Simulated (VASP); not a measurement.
# I (Im-3m) in VASP: further runs, part 2 of 2

VASP 6.6.1. Earlier steps stand in the parts before.

### 5 Single point, PBE

This run uses another cell than the first one, of the same volume but with other edges.

Input file INCAR:

```
SYSTEM = I
PREC = Accurate
ENCUT = 460
EDIFF = 1E-6
ISMEAR = 0
SIGMA = 0.05
LREAL = .FALSE.
LASPH = .TRUE.
NELM = 100
ALGO = Normal
ISIF = 2
LWAVE = .FALSE.
LCHARG = .FALSE.
GGA = PE
NBANDS = 10
ADDGRID = .TRUE.
```

Input file KPOINTS:

```
Automatic mesh
0
G
  5 5 5
  0 0 0
```

Input file POSCAR:

```
I
1.0
   -2.0893754423      2.0893754423      2.0893754423
    2.0893754423     -2.0893754423      2.0893754423
    2.0893754423      2.0893754423     -2.0893754423
I
1
Direct
    0.0000000000      0.0000000000      0.0000000000
```

Potentials or basis: VASP PAW PBE potentials, release 64 (I).

Launch:

```bash
cat potpaw_PBE.64/I/POTCAR > POTCAR
mpirun -np 1 vasp_std > vasp.out
```

OUTCAR:

```text
SYSTEM = I
   PREC = Accurate
   ENCUT = 460
   EDIFF = 1E-6
   ISMEAR = 0
   LREAL = .FALSE.
   LASPH = .TRUE.
   NELM = 100
   ISIF = 2
   GGA = PE

 Found     10 irreducible k-points:

 Following reciprocal coordinates:
            Coordinates               Weight
  0.000000  0.000000  0.000000      1.000000
  0.200000  0.000000  0.000000     12.000000
  0.400000  0.000000  0.000000     12.000000
  0.200000  0.200000  0.000000     24.000000
  0.400000  0.200000  0.000000     24.000000
  0.200000  0.200000  0.200000      8.000000
   k-points           NKPTS =     10   k-points in BZ     NKDIM =     10   number of bands    NBANDS=     10
   number of dos      NEDOS =    301   number of ions     NIONS =      1
   total plane-waves  NPLWV =  21952
   dimension x,y,z NGX =    28 NGY =   28 NGZ =   28
   dimension x,y,z NGXF=    56 NGYF=   56 NGZF=   56
   ions per type =               1
   NGX,Y,Z   is equivalent  to a cutoff of  12.86, 12.86, 12.86 a.u.
   NGXF,Y,Z  is equivalent  to a cutoff of  25.73, 25.73, 25.73 a.u.
 SYSTEM =  I
   PREC   = accura    normal or accurate (medium, high low for compatibility)
   ISTART =      0    job   : 0-new  1-cont  2-samecut
   ICHARG =      2    charge: 1-file 2-atom 10-const
   ISPIN  =      1    spin polarized calculation?
   LNONCOLLINEAR =      F non collinear calculations
   LSORBIT =      F    spin-orbit coupling
   LASPH  =      T    aspherical Exc in radial PAW
   ENCUT  =  460.0 eV  33.81 Ry    5.81 a.u.   6.33  6.33  6.33*2*pi/ulx,y,z
   NELM   =    100;   NELMIN=  2; NELMDL= -5     # of ELM steps
   EDIFF  = 0.1E-05   stopping-criterion for ELM
   LREAL  =      F    real-space projection
   EDIFFG = 0.1E-04   stopping-criterion for IOM
   NSW    =      0    number of steps for IOM
   IBRION =     -1    ionic relax: 0-MD 1-quasi-New 2-CG
   NFREE  =      0    steps in history (QN), initial steepest desc. (CG)
   ISIF   =      2    stress and relaxation
   ISYM   =      2    0-nonsym 1-usesym 2-fastsym
   POTIM  = 0.5000    time-step for ionic-motion
   TEBEG  =    0.0;   TEEND  =   0.0 temperature during run
   PSTRESS=    0.0 pullay stress
   NELECT =       7.0000    total number of electrons
   NUPDOWN=      -1.0000    fix difference up-down
   EMIN   =  10.00;   EMAX   =-10.00  energy-range for DOS
   EFERMI =   0.00;   METHOD = LEGACY
   ISMEAR =     0;   SIGMA  =   0.05  broadening in eV -4-tet -1-fermi 0-gaus
   EFERMI_NEDOS =   21; number of points for ismear=-14 and -15
   IALGO  =     38    algorithm
   IMIX   =      4    mixing-type and parameters
     AMIX     =   0.40;   BMIX     =  1.00
     AMIX_MAG =   1.60;   BMIX_MAG =  1.00
  volume/ion in A,a.u.               =      36.48       246.21
  Fermi-wavevector in a.u.,A,eV,Ry     =   0.944215  1.784308 12.130172  0.891543
  Thomas-Fermi vector in A             =   2.071998
   LORBIT       =      0    0 simple, 1 ext, 2 COOP (PROOUT), +10 PAW based schemes
   GGA     = PE    functional components
   LHFCALC =     F    Hartree Fock is set to
   AEXX    =    0.0000 exact exchange contribution
   IVDW    =     0    specifies the selected vdW correction
   LEPSILON=     F    determine dielectric tensor
   LRPA    =     F    only Hartree local field effects (RPA)
 non-spin polarized calculation
 Gauss-broadening in eV      SIGMA  =   0.05
  energy-cutoff  :      460.00
  volume of cell :       36.48
 maximum number of plane-waves:       835
 NGX is ok and might be reduce to    28

 number of electron       7.0000000 magnetization

 Free energy of the ion-electron system (eV)
  ---------------------------------------------------
  ext. energy  EPLUGINS =         0.00000000
  ---------------------------------------------------
  free energy    TOTEN  =        -1.11687925 eV

  energy without entropy =       -1.11600008  energy(sigma->0) =       -1.11643967

 E-fermi :   4.1755     XC(G=0):  -8.9257

 val. band max:        4.0791392754   @ k =   0.4000   0.2000   0.0000
 cond. band min:       4.2374012779   @ k =   0.2000   0.0000   0.0000
 fundamental gap:      0.1582620025
 Fermi energy:         4.1755089104

 k-point     1 :       0.0000    0.0000    0.0000
  band No.  band energies     occupation
      1      -9.1955      2.00000
      2       4.8788      0.00000
      3       4.8788      0.00000
      4       4.8788      0.00000
      5      10.9239      0.00000
      6      13.8612      0.00000
      7      13.8612      0.00000
      8      13.8612      0.00000
      9      16.0929      0.00000
     10      16.0929      0.00000
[... 53 lines left out ...]
 k-point     6 :       0.2000    0.2000    0.2000
  band No.  band energies     occupation
      1      -7.7328      2.00000
      2       0.6946      2.00000
      3       2.3875      2.00000
      4       2.3875      2.00000
      5      13.5353      0.00000
      6      13.5353      0.00000
      7      15.0644      0.00000
      8      17.9854      0.00000
      9      17.9854      0.00000
     10      20.8768      0.00000

 [... further k-points ...]

------------------------ aborting loop because EDIFF is reached ----------------------------------------

  FORCE on cell =-STRESS in cart. coord.  units (eV):
  Direction    XX          YY          ZZ          XY          YZ          ZX
  --------------------------------------------------------------------------------------
  -------------------------------------------------------------------------------------
  Total       -0.2164972     -0.2164972     -0.2164972     -0.0000000      0.0000000      0.0000000
  in kB       -9.5072161     -9.5072161     -9.5072161     -0.0000000      0.0000000      0.0000000
  external PRESSURE =      -9.5072161 kB  Pullay stress =       0.0000000 kB

 VOLUME and BASIS-vectors are now :
 -----------------------------------------------------------------------------
  energy-cutoff  :      460.00
  volume of cell :       36.48
      direct lattice vectors                 reciprocal lattice vectors
    -2.089375442  2.089375442  2.089375442     0.000000000  0.239305962  0.239305962
     2.089375442 -2.089375442  2.089375442     0.239305962  0.000000000  0.239305962
     2.089375442  2.089375442 -2.089375442     0.239305962  0.239305962  0.000000000

 POSITION                                       TOTAL-FORCE (eV/Angst)
 -----------------------------------------------------------------------------------
      0.00000      0.00000      0.00000        -0.000000     -0.000000      0.000000
 -----------------------------------------------------------------------------------
    total drift:                                0.000000      0.000000      0.000000

  FREE ENERGIE OF THE ION-ELECTRON SYSTEM (eV)
  ---------------------------------------------------
  free  energy   TOTEN  =        -1.1168792516 eV

  energy  without entropy=       -1.1160000828  energy(sigma->0) =       -1.11643967
```

It took 7.1 s on 1 thread of Intel Xeon Platinum 8488C (Sapphire Rapids), shared host; peak memory 0.24 GiB.

The run converged, but some of its settings lie outside the range that counts as converged, so its numbers aren't taken as properties of the crystal.

Results:

* Free energy: -1.1169 eV
* Pressure: -1.0 GPa
* Band gap on the k mesh: none (metal or under the smearing width)

Caveat: the k mesh is coarse (spacing up to 0.43 Å⁻¹), so the values aren't converged; an odd number of electrons without spin polarisation forces a metal; a magnetic or distorted state may lie lower.

### 6 Single point, PBE

INCAR is that of step 5.

KPOINTS is that of step 5.

Input file POSCAR:

```
I
1.0
   -2.1240960000      2.1667550000      2.1089740000
    2.1114880000     -2.1329730000      2.0625830000
    2.0399160000      2.0487930000     -2.0751920000
I
1
Direct
    0.0126280000     -0.0160290000     -0.0040210000
```

Potentials or basis: VASP PAW PBE potentials, release 64 (I).

Launch:

```bash
cat potpaw_PBE.64/I/POTCAR > POTCAR
mpirun -np 1 vasp_std > vasp.out
```

Run time: 15 s. Hardware: 1 thread of Intel Xeon Platinum 8488C (Sapphire Rapids), shared host; peak memory 0.25 GiB.

The run converged, but some of its settings lie outside the range that counts as converged, so its numbers aren't taken as properties of the crystal.

What came out:

| Item | Value |
| --- | --- |
| Free energy | -1.1338 eV |
| Pressure | -0.9 GPa |
| Band gap on the k mesh | none (metal or under the smearing width) |

Caveat: the k mesh is coarse (spacing up to 0.43 Å⁻¹), so the values aren't converged; an odd number of electrons without spin polarisation forces a metal; a magnetic or distorted state may lie lower.

### 7 The reference run

An earlier run on the cell as given: functional PBE; potentials or basis VASP PAW PBE potentials, release 64 (I); cutoff 520 eV; k mesh 9 × 9 × 9; occupations fermi-dirac, width 0.05 eV; no spin polarisation.

* Pressure: -0.2 GPa
* Band gap on the k mesh: none (metal or under the smearing width)
